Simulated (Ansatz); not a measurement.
**Optical constants of MgO**

These are results of Ansatz, DFT PBE, scalar-relativistic, plane waves, PAW, not measurements. Cutoff 420 eV, 10×10×10 k-points (Γ-centred), Gaussian smearing of 0.01 eV. No spin polarisation.

Relaxed structure:
```yaml
crystal:
  lattice:
    - [0.00000, 2.12692, 2.12692]
    - [2.12692, 0.00000, 2.12692]
    - [2.12692, 2.12692, 0.00000]
  atoms:
    - { symbol: Mg, position: [0.00000, 0.00000, 0.00000] }
    - { symbol: O, position: [0.50000, 0.50000, 0.50000] }
```

Independent-particle response (no local fields, no excitons) on a 16×16×16 mesh, broadened by 0.1 eV. Light polarised along y.

Q: Tabulate ε₁ and ε₂ against photon energy.

A:
| E (eV) | ε₁ | ε₂ |
| --- | --- | --- |
| 0.3 | 3.30 | 0.00 |
| 0.8 | 3.31 | 0.00 |
| 1.3 | 3.33 | 0.00 |
| 1.8 | 3.37 | 0.00 |
| 2.3 | 3.43 | 0.00 |
| 2.8 | 3.51 | 0.00 |
| 3.3 | 3.62 | 0.00 |
| 3.8 | 3.78 | 0.00 |
| 4.3 | 4.10 | 0.00 |
| 4.8 | 4.36 | 0.57 |
| 5.3 | 4.25 | 0.84 |
| 5.8 | 4.21 | 1.00 |
| 6.3 | 4.22 | 1.14 |
| 6.8 | 4.29 | 1.29 |
| 7.3 | 4.44 | 1.49 |
| 7.8 | 4.72 | 1.84 |
| 8.3 | 5.15 | 3.13 |
| 8.8 | 3.47 | 3.40 |
| 9.3 | 3.11 | 3.01 |
| 9.8 | 3.20 | 2.75 |
| 10.3 | 3.99 | 2.75 |
| 10.8 | 3.38 | 5.90 |
| 11.3 | 0.44 | 4.21 |
| 11.8 | 0.87 | 3.22 |

Q: Where is the highest local maximum of ε₂ between 0.3 and 12 eV?

A: At 11.0 eV, where ε₂ = 6.0.

Q: How do the static value and the gaps compare?

A: ε₁(0) = 3.29; on the self-consistent k mesh the Kohn–Sham gap is 4.46 eV and the least direct gap 4.46 eV.

Cost: 1 run of about 0.1 core-minutes, on Intel Xeon 6975P-C (Granite Rapids) (shared hosts).